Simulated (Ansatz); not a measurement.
# The 2H-MoOSe monolayer between two gates

How does the 2H-MoOSe monolayer take up charge from its gate?

Program: Ansatz 0.2.0. Level of theory: plane-wave DFT, PBE-D3(BJ), Ansatz PAW. Results are calculated unless marked as measured.

**1. The structure**

The cell holds 3 atoms: 1 Se, 1 Mo and 1 O. Cell: a = 3.074 Å, b = 3.074 Å, c = 36.966 Å, α = 90.0°, β = 90.0°, γ = 120.0°. Vacuum lies along c.

**2. Relaxing the slab**

The starting cell is a guess, so the in-plane lattice and the atoms are relaxed first, with the slab cut off from its images along the normal.

Input file input.yaml:

```yaml
crystal:
  lattice:
    - [3.073852, 0.0, 0.0]
    - [-1.536926, 2.6620339195, 0.0]
    - [0.0, 0.0, 36.9660770072]
  atoms:
    - { symbol: Se, position: [0.3333333333, 0.6666666667, 0.4598810958] }
    - { symbol: Mo, position: [0.0, 0.0, 0.511504846] }
    - { symbol: O, position: [0.3333333333, 0.6666666667, 0.5401189042] }
  periodic: [true, true, false]
kpoints:
  mp_grid: { grid: [12, 12, 1] }
hamiltonian:
  xc: pbe
  dispersion: d3bj
scf:
  occupations: { method: fermi_dirac, width: 0.05 }
  convergence: { dr2_threshold: 1.0e-09 }
relax:
  f_tol: 0.004
  max_steps: 90
  cell: {}
output:
  write_potential: true
  write_density: true
  volumetric_format: npy
```

The run is started by

```console
$ ansatz run input.yaml --threads 4 --pin off --max-ram 6144MiB --backend cpu --events-out ev --progress --plain --runs-dir out
```

Numbers of over 12 decimals in the logs are rounded to 6 here.

The program printed:

```text
Warning: relax.cell: scf.convergence.dr2_threshold = 1e-9 eV is looser than the 1.7844486774e-10 eV advised for a relaxation that steers and ends on the stress (1e-10 eV for each atom of the cell: 3, times the square of relax.cell.stress_2d_tol = 0.05 N/m over 13.0 Å (the atoms' height at the walk's start and 5 Å past either face), 3.856e-2 GPa, over a crystal's default 0.05). What an SCF threshold leaves in a stress goes as its square root, and in the free energy as the threshold itself, and one threshold admits the most on a small cell: [figures from the program's tests cut] Set scf.convergence.dr2_threshold to 1.7844486774e-10 eV or tighter. [rest of the remark cut]
Engine: ansatz 0.2.0, aarch64-unknown-linux-gnu
Pseudopotentials: kind: paw
Pseudopotential: Se, paw, valence charge 16, recommended cutoff 420 eV (normal), Se.paw.azcp
Pseudopotential: Mo, paw, valence charge 14, recommended cutoff 420 eV (normal), Mo.paw.azcp
Pseudopotential: O, paw, valence charge 6, recommended cutoff 420 eV (normal), O.paw.azcp
Functional definition: PBE
  parameter kappa = 0.804
  parameter beta = 0.066725
  exchange = pbe_x(kappa = kappa, mu = beta*pi^2/3)
  correlation = pbe_c(beta = beta)
Crystal: 3 atoms, lattice volume = 302.482 Å³
Basis set: ecut = 420 eV, 5895 PW (Γ), exchange–correlation on 48×48×500 points (8 copies of the dense FFT grid, shifted against one another)
Bands: 22, of which v1, the nominal top of the filled ones, is band 18 counted from 1 (17 counted from 0)
Symmetry: 6 space group operations
Space group: P3m1 (ITA 156), of the structure as read, at distance tolerance 6.7e-5 Å
k-points: 19 of 144 (time reversal used)
Non-local potential: Se, projectors of the file, l = 0: 2, l = 1: 2, l = 2: 3, l = 3: 1
Non-local potential: Mo, projectors of the file, l = 0: 3, l = 1: 2, l = 2: 2, l = 3: 1
Non-local potential: O, projectors of the file, l = 0: 2, l = 1: 2, l = 2: 1
PAW form: soft (Blöchl's): semilocal exchange-correlation on the pseudo side does not see the compensation charge
PAW one-centre angular grid: Se, 590 points (default); XC on 64 Gauss nodes
PAW one-centre angular grid: Mo, 590 points (default); XC on 64 Gauss nodes
PAW one-centre angular grid: O, 110 points (default); XC on 64 Gauss nodes
Initial density: superposition of atomic densities (neutral atoms: chi_scale 0, normalization atom), corrected by the library's trained network
Initial wavefunctions: pseudopotential atomic-orbital guess
Functional: x = pbe(κ = 0.804, μ = 0.219515), c = pbe(β = 0.066725)
SCF iter   1: F=—  HF=-10994.016506 eV  |F-HF|=—  |Δ(HF+E_count)|=         —  Δρ=4.42e-3  dr2=6.28e-2  ethr=1.77e-3  ⟨swp⟩=13.8  Hψ=3283  notcnv=0
preconditioner: auto → Resta (q_TF=auto, 1.913 Å⁻¹)  ε∞=2.0  [insulator: Δε(μ)=0.528 eV  Ē_g=8.855 eV  σ=0.050 eV  W_gap=0.99  n_scr=22 (ndim 8)  ℏωp=9.1 eV  f_vac=0.825  D(μ)=0.01/eV (n_scr^D=0)  ε∞_Penn≈2.0  vacuum switching on, ρ_ref=5.7e-3 e/Å³]
SCF iter   2: F=—  HF=-10994.027061 eV  |F-HF|=—  |Δ(HF+E_count)|=   1.06e-2  Δρ=3.41e-3  dr2=2.31e-1  ethr=1.75e-4  ⟨swp⟩=4.3  Hψ=1186  notcnv=0
SCF iter   3: F=—  HF=-10994.017698 eV  |F-HF|=—  |Δ(HF+E_count)|=   9.36e-3  Δρ=2.58e-3  dr2=9.73e-2  ethr=1.75e-4  ⟨swp⟩=3.3  Hψ=718  notcnv=0
SCF iter   4: F=—  HF=-10994.013029 eV  |F-HF|=—  |Δ(HF+E_count)|=   4.67e-3  Δρ=1.45e-3  dr2=1.52e-2  ethr=1.75e-4  ⟨swp⟩=2.0  Hψ=662  notcnv=0
SCF iter   5: F=—  HF=-10994.011965 eV  |F-HF|=—  |Δ(HF+E_count)|=   1.06e-3  Δρ=4.79e-4  dr2=9.66e-4  ethr=4.22e-5  ⟨swp⟩=2.1  Hψ=607  notcnv=0
SCF iter   6: F=—  HF=-10994.012113 eV  |F-HF|=—  |Δ(HF+E_count)|=   1.48e-4  Δρ=1.37e-4  dr2=3.92e-5  ethr=2.68e-6  ⟨swp⟩=3.1  Hψ=784  notcnv=0
SCF iter   7: F=—  HF=-10994.012095 eV  |F-HF|=—  |Δ(HF+E_count)|=   1.83e-5  Δρ=2.75e-5  dr2=1.86e-6  ethr=1.09e-7  ⟨swp⟩=3.8  Hψ=971  notcnv=0
SCF iter   8: F=—  HF=-10994.012063 eV  |F-HF|=—  |Δ(HF+E_count)|=   3.21e-5  Δρ=8.42e-6  dr2=1.67e-7  ethr=5.18e-9  ⟨swp⟩=3.2  Hψ=782  notcnv=0
SCF iter   9: F=—  HF=-10994.012063 eV  |F-HF|=—  |Δ(HF+E_count)|=   2.34e-7  Δρ=1.68e-6  dr2=7.52e-9  ethr=4.65e-10  ⟨swp⟩=3.5  Hψ=857  notcnv=0
SCF iter  10: F=—  HF=-10994.012063 eV  |F-HF|=—  |Δ(HF+E_count)|=   5.19e-8  Δρ=6.19e-7  dr2=1.11e-9  ethr=2.09e-11  ⟨swp⟩=3.5  Hψ=918  notcnv=0
SCF iter  11: F=-10994.012063 eV  HF=-10994.012063 eV  |F-HF|=7.64e-11  |Δ(HF+E_count)|=   3.28e-9  Δρ=1.50e-7  dr2=5.46e-11  ethr=2.78e-12  ⟨swp⟩=12.2  Hψ=3158  notcnv=0
SCF 1 converged in 11 iterations: F = -10994.012063 eV  dr2 = 5.46e-11
  greatest PAW one-centre occupation: 1.000 electrons in one spin orbital (limit 2), on the Se atom at site 0 (counted from 0), in its partial waves of l = 2
relax step   1: F+E_penalty+E_count = -10994.01206308 eV  Δ(F+E_penalty+E_count) = +0.000e0 eV  max|allowed force component| = 2.334e0 eV/Å  Δτ_max = 0.0000 Å  P = -2.853 N/m  Ω = 302.482 Å³  fix = [c, alpha, beta]  reactions: c +0.000 N/m  (11 SCF iters, accepted)
Crystal: 3 atoms, lattice volume = 295.942 Å³
Basis set: ecut = 420 eV, 5751 PW (Γ), exchange–correlation on 48×48×500 points (8 copies of the dense FFT grid, shifted against one another)
Initial density: handed on by an earlier stage of this run
Initial wavefunctions: those handed on with the density
iter 1 solved again at ethr=2.30e-4 eV; its pass at ethr=3.10e-3 eV (dr2=8.27e-2 eV) is discarded
SCF iter   1: F=—  HF=-10993.998934 eV  |F-HF|=—  |Δ(HF+E_count)|=         —  Δρ=5.97e-3  dr2=8.13e-2  ethr=2.30e-4  ⟨swp⟩=2.7  Hψ=3833  notcnv=0
preconditioner: auto → Resta (q_TF=auto, 1.920 Å⁻¹)  ε∞=2.0  [insulator: Δε(μ)=0.860 eV  Ē_g=9.377 eV  σ=0.050 eV  W_gap=1.00  n_scr=22 (ndim 8)  ℏωp=9.2 eV  f_vac=0.832  D(μ)=0.00/eV (n_scr^D=0)  ε∞_Penn≈2.0  vacuum switching on, ρ_ref=6.4e-3 e/Å³]
SCF iter   2: F=—  HF=-10994.002333 eV  |F-HF|=—  |Δ(HF+E_count)|=   3.40e-3  Δρ=3.84e-3  dr2=1.15e-1  ethr=2.26e-4  ⟨swp⟩=3.8  Hψ=790  notcnv=0
SCF iter   3: F=—  HF=-10993.998804 eV  |F-HF|=—  |Δ(HF+E_count)|=   3.53e-3  Δρ=2.71e-3  dr2=7.21e-2  ethr=2.26e-4  ⟨swp⟩=3.9  Hψ=844  notcnv=0
SCF iter   4: F=—  HF=-10993.993679 eV  |F-HF|=—  |Δ(HF+E_count)|=   5.12e-3  Δρ=1.13e-3  dr2=7.46e-3  ethr=2.00e-4  ⟨swp⟩=2.4  Hψ=613  notcnv=0
SCF iter   5: F=—  HF=-10993.993393 eV  |F-HF|=—  |Δ(HF+E_count)|=   2.86e-4  Δρ=3.36e-4  dr2=1.59e-4  ethr=2.07e-5  ⟨swp⟩=2.9  Hψ=688  notcnv=0
SCF iter   6: F=—  HF=-10993.993442 eV  |F-HF|=—  |Δ(HF+E_count)|=   4.86e-5  Δρ=8.72e-5  dr2=1.71e-5  ethr=4.42e-7  ⟨swp⟩=3.4  Hψ=924  notcnv=0
SCF iter   7: F=—  HF=-10993.993443 eV  |F-HF|=—  |Δ(HF+E_count)|=   1.64e-6  Δρ=3.95e-5  dr2=2.74e-6  ethr=4.76e-8  ⟨swp⟩=3.4  Hψ=934  notcnv=0
[...]
SCF iter   2: F=—  HF=-10994.170082 eV  |F-HF|=—  |Δ(HF+E_count)|=   4.11e-3  Δρ=2.56e-3  dr2=3.20e-2  ethr=1.08e-4  ⟨swp⟩=3.4  Hψ=831  notcnv=0
SCF iter   3: F=—  HF=-10994.173213 eV  |F-HF|=—  |Δ(HF+E_count)|=   3.13e-3  Δρ=2.22e-3  dr2=7.26e-2  ethr=8.89e-5  ⟨swp⟩=3.4  Hψ=799  notcnv=0
SCF iter   4: F=—  HF=-10994.167691 eV  |F-HF|=—  |Δ(HF+E_count)|=   5.52e-3  Δρ=8.75e-4  dr2=3.77e-3  ethr=8.89e-5  ⟨swp⟩=2.6  Hψ=679  notcnv=0
SCF iter   5: F=—  HF=-10994.167476 eV  |F-HF|=—  |Δ(HF+E_count)|=   2.15e-4  Δρ=3.35e-4  dr2=1.71e-4  ethr=1.05e-5  ⟨swp⟩=2.7  Hψ=723  notcnv=0
SCF iter   6: F=—  HF=-10994.167491 eV  |F-HF|=—  |Δ(HF+E_count)|=   1.42e-5  Δρ=7.00e-5  dr2=9.78e-6  ethr=4.75e-7  ⟨swp⟩=3.2  Hψ=920  notcnv=0
SCF iter   7: F=—  HF=-10994.167459 eV  |F-HF|=—  |Δ(HF+E_count)|=   3.17e-5  Δρ=3.03e-5  dr2=1.89e-6  ethr=2.72e-8  ⟨swp⟩=3.7  Hψ=938  notcnv=0
SCF iter   8: F=—  HF=-10994.167428 eV  |F-HF|=—  |Δ(HF+E_count)|=   3.12e-5  Δρ=5.89e-6  dr2=1.28e-7  ethr=5.24e-9  ⟨swp⟩=3.2  Hψ=896  notcnv=0
SCF iter   9: F=—  HF=-10994.167428 eV  |F-HF|=—  |Δ(HF+E_count)|=   1.11e-7  Δρ=1.85e-6  dr2=1.13e-8  ethr=3.56e-10  ⟨swp⟩=3.5  Hψ=942  notcnv=0
SCF iter  10: F=—  HF=-10994.167428 eV  |F-HF|=—  |Δ(HF+E_count)|=   2.43e-8  Δρ=5.61e-7  dr2=1.31e-9  ethr=3.14e-11  ⟨swp⟩=3.5  Hψ=967  notcnv=0
SCF iter  11: F=-10994.167428 eV  HF=-10994.167428 eV  |F-HF|=1.53e-10  |Δ(HF+E_count)|=   7.28e-9  Δρ=1.12e-7  dr2=3.47e-11  ethr=2.78e-12  ⟨swp⟩=13.0  Hψ=3305  notcnv=0
SCF 3 converged in 11 iterations: F = -10994.167428 eV  dr2 = 3.47e-11
relax step   3: F+E_penalty+E_count = -10994.16742780 eV  Δ(F+E_penalty+E_count) = -1.554e-1 eV  max|allowed force component| = 5.478e-1 eV/Å  Δτ_max = 0.0571 Å  P = -0.118 N/m  Ω = 295.120 Å³  energy of the carried Pulay correction = +1.941e-3 eV  fix = [c, alpha, beta]  reactions: c -0.000 N/m  (11 SCF iters, accepted)
[...]
relax step   4: F+E_penalty+E_count = -10994.17831919 eV  Δ(F+E_penalty+E_count) = -1.089e-2 eV  max|allowed force component| = 8.667e-2 eV/Å  Δτ_max = 0.0300 Å  P = +0.208 N/m  Ω = 296.798 Å³  energy of the carried Pulay correction = +1.495e-3 eV  fix = [c, alpha, beta]  reactions: c +0.000 N/m  (9 SCF iters, accepted)
[...]
relax step   5: F+E_penalty+E_count = -10994.17841690 eV  Δ(F+E_penalty+E_count) = -9.771e-5 eV  max|allowed force component| = 2.027e-2 eV/Å  Δτ_max = 0.0017 Å  P = -0.025 N/m  Ω = 297.234 Å³  energy of the carried Pulay correction = +1.379e-3 eV  fix = [c, alpha, beta]  reactions: c -0.000 N/m  (7 SCF iters, accepted)
[...]
relax step   6: F+E_penalty+E_count = -10994.17848171 eV  Δ(F+E_penalty+E_count) = -6.481e-5 eV  max|allowed force component| = 3.056e-3 eV/Å  Δτ_max = 0.0012 Å  P = +0.008 N/m  Ω = 297.059 Å³  energy of the carried Pulay correction = +1.425e-3 eV  fix = [c, alpha, beta]  reactions: c +0.000 N/m  (7 SCF iters, accepted)
Initial wavefunctions: pseudopotential atomic-orbital guess (no wavefunctions were taken with the density)
iter 1 solved again at ethr=9.62e-8 eV; its pass at ethr=3.10e-3 eV (dr2=3.46e-5 eV) is discarded
SCF iter   1: F=—  HF=-10994.177222 eV  |F-HF|=—  |Δ(HF+E_count)|=         —  Δρ=4.03e-5  dr2=7.64e-7  ethr=9.62e-8  ⟨swp⟩=7.1  Hψ=5560  notcnv=0
SCF iter   2: F=—  HF=-10994.177177 eV  |F-HF|=—  |Δ(HF+E_count)|=   4.46e-5  Δρ=2.12e-5  dr2=8.79e-7  ethr=2.12e-9  ⟨swp⟩=3.7  Hψ=925  notcnv=0
SCF iter   3: F=—  HF=-10994.177177 eV  |F-HF|=—  |Δ(HF+E_count)|=   2.03e-7  Δρ=1.60e-5  dr2=1.19e-6  ethr=2.12e-9  ⟨swp⟩=2.7  Hψ=650  notcnv=0
SCF iter   4: F=—  HF=-10994.177177 eV  |F-HF|=—  |Δ(HF+E_count)|=   7.51e-9  Δρ=5.35e-6  dr2=2.88e-7  ethr=2.12e-9  ⟨swp⟩=2.8  Hψ=593  notcnv=0
SCF iter   5: F=—  HF=-10994.177177 eV  |F-HF|=—  |Δ(HF+E_count)|=   1.51e-8  Δρ=1.89e-6  dr2=3.15e-9  ethr=7.99e-10  ⟨swp⟩=2.2  Hψ=544  notcnv=0
SCF iter   6: F=-10994.177177 eV  HF=-10994.177177 eV  |F-HF|=3.06e-10  |Δ(HF+E_count)|=   3.72e-9  Δρ=7.23e-7  dr2=8.09e-10  ethr=2.78e-12  ⟨swp⟩=17.8  Hψ=4014  notcnv=0
SCF 7 converged in 6 iterations: F = -10994.177177 eV  dr2 = 8.09e-10
relax step   7: F+E_penalty+E_count = -10994.17717736 eV  Δ(F+E_penalty+E_count) = +1.304e-3 eV  max|allowed force component| = 3.261e-3 eV/Å  Δτ_max = 0.0000 Å  P = -0.022 N/m  Ω = 297.059 Å³  fix = [c, alpha, beta]  reactions: c -0.000 N/m  stress off target by 2.19e-2 N/m on what of the cell is left free  SCF on the basis re-selected at this cell (its energy is not comparable with the rows above)  (6 SCF iters)
basis re-selected at this cell: Δ(F+E_penalty+E_count) = +1.304e-3 eV, ΔP = -0.030 N/m vs the last step (what re-selecting the basis moved, of the pressure what is left beyond the Pulay correction that the steps carried, after the strain that the cell walked since its last selection, with what the two solves' SCF thresholds leave and, on support functions, any second-order correction that the steps lacked; it is no m [...]
WARN: The output density's exchange-correlation potential varies sharply where the density is thin. Do not read a vacuum level from v_tot or v_xc, or from such a field of the output density. On a cell that repeats whose density bears no net charge and no dipole along the vacuum's axis use v_es (v_loc + v_h of the components); under efield.dipole_correction with no amplitude use v_es + v_field, which holds any externa [...]
SCF converged after 6 iterations
Free energy (F): -10994.177177 eV
Harris-Foulkes:  -10994.177177 eV  (|F-HF|=3.06e-10)
Internal energy: -10994.177173 eV  (E = F + TS)
E sigma→0 (E₀):  -10994.177175 eV
Entropy (-TS):   -0.000005 eV (-0.002 meV/atom)
Fermi energy:    -4.875001 eV
--- Per-component energies (eV) ---
  E_band       = -1135.091068
  E_kinetic    = 734.363917
  E_local      = -117899.125782  (includes V_loc(G=0)·N_el)
  E_nonlocal   = -405.825997
  E_hartree    = 58408.309975
  E_xc         = -361.918865
  E_vxc        = -421.926403  (∫ρ·V_xc dr)
  E_paw        = -5269.546053  (= ΣΔE_a)
  E_vpaw       = 40.801903  (= ΣTr[D̂ρ^β])
  E_aug_tail   = 0.001838  (compensation charges beyond the density's cutoff)
  E_ewald      = 53800.328923
  E_disp       = -0.765130  (pairwise vdW)
  E_smearing   = -0.000005  (= −TS)
  E_closure    = 0.000000  (closes the sum)
  Σ components = -10994.177177   (vs F -10994.177177, Δ=0.00e0)
--- Forces (eV/Å), atoms counted from 1 ---
  atom   1  Se     0.00000000     0.00000000    -0.00136377
  atom   2  Mo    -0.00000000     0.00000000     0.00325927
  atom   3  O      0.00000000     0.00000000    -0.00190109
  max |Σ_I F_I| component: 5.58e-6 eV/Å
--- 2D stress c σ (N/m, compression-positive) ---
       -0.021872      -0.000000      -0.000000
       -0.000000      -0.021872      -0.000000
       -0.000000      -0.000000      -0.000000
  P = ½ c Tr σ = -0.0219 N/m
--- Band table (eV; the first three rows and the last of 19) ---
  k-point 0: bands = [... 14 lower, -9.0572, -6.9630, -6.9630, -5.3057, -3.2345, -3.2345, -2.3136, -2.3136]
  k-point 1: bands = [... 14 lower, -8.9710, -7.2214, -7.0571, -5.4158, -3.2940, -3.1751, -2.7922, -2.3382]
  k-point 2: bands = [... 14 lower, -8.9000, -7.8796, -7.2317, -5.8090, -3.7193, -3.2020, -2.9986, -2.2245]
  k-point 18: bands = [... 14 lower, -10.0872, -9.2948, -8.3332, -6.4293, -4.4157, -3.0282, -2.2290, -1.7228]
  the weakly bound empty levels are not read free of the cell's end (no_gap_told)
--- Relaxed structure (6 steps of the walk, 5 accepted, 1 SCFs on fresh bases) ---
  F+E_penalty+E_count = -10994.17717736 eV   max|allowed force component| = 3.261e-3 eV/Å   (the final SCF, on the basis selected at the relaxed cell)
  cell:  # Å, volume = 297.0593 Å³
    - [3.046173, 0, 0]
    - [-1.523087, 2.638063, 0]
    - [0, 0, 36.9660770072]
  atoms:
    - { symbol: Se, position: [0.333333, 0.666667, 0.461802] }
    - { symbol: Mo, position: [0, -3.7007434155248937e-17, 0.509750] }
    - { symbol: O, position: [0.333333, 0.666667, 0.539953] }
```

The job ended after 25 s (4 threads of Arm Neoverse V2, shared host; peak memory 0.6 GiB; 96 s of CPU time).

Step by step:

| step | energy less that of the first step (eV) | largest force component (eV/Å) | volume (Å³) |
| --- | --- | --- | --- |
| 1 | 0.0000 | 2.3338 | 302.48 |
| 2 | 0.0187 | 2.8488 | 295.94 |
| 3 | -0.1554 | 0.5478 | 295.12 |
| 4 | -0.1663 | 0.0867 | 296.80 |
| 5 | -0.1664 | 0.0203 | 297.23 |
| 6 | -0.1664 | 0.0031 | 297.06 |
| 7* | -0.1651 | 0.0033 | 297.06 |

Relaxation steps marked * repeat the geometry before them on a plane-wave basis chosen anew for their cell, so energy and pressure can jump there. Relaxation step 2 was tried and not accepted.

The run keeps the 6 symmetry operations that it works with, so distortions that break them were not tested.

| cell as run | before | after | change |
| --- | --- | --- | --- |
| a (Å) | 3.074 | 3.046 | -0.9 % |
| b (Å) | 3.074 | 3.046 | -0.9 % |

The atoms that moved most (Å, along periodic axes as changes of fractional coordinates times the final cell, across vacuum about the mean position):

| atom | dx | dy | dz | length |
| --- | --- | --- | --- | --- |
| Se1 | 0.000 | 0.000 | 0.071 | 0.071 |
| Mo2 | 0.000 | 0.000 | -0.065 | 0.065 |
| O3 | 0.000 | 0.000 | -0.006 | 0.006 |

Final coordinates:

```cif
data_structure
_symmetry_space_group_name_H-M 'P 1'
_symmetry_Int_Tables_number 1
_cell_length_a 3.0462
_cell_length_b 3.0462
_cell_length_c 36.9661
_cell_angle_alpha 90.000
_cell_angle_beta 90.000
_cell_angle_gamma 120.000
_cell_volume 297.06
loop_
_atom_site_label
_atom_site_type_symbol
_atom_site_fract_x
_atom_site_fract_y
_atom_site_fract_z
_atom_site_occupancy
Se1 Se 0.33333 0.66667 0.46180 1
Mo2 Mo 0.00000 0.00000 0.50975 1
O3 O 0.33333 0.66667 0.53995 1
```

The lattice constant a goes from 3.074 to 3.046 Å.

(Part 1 of 4 ends here.)

[Logs are printed without paths, hosts, clocks, repeated set-up lines and the standing remarks that a program may print on its own settings, such as how far it seeks lower states.]

[Hosts, paths, dates, database ids (printed as entryN), source tags and the programs' standing remarks are cut or masked in the printed files.]

[Maps of the electrostatic potential energy from Ansatz leave out the sawtooth potential of an applied field or a dipole correction, so their vacuum need not be flat; planar profiles and work functions include it.]
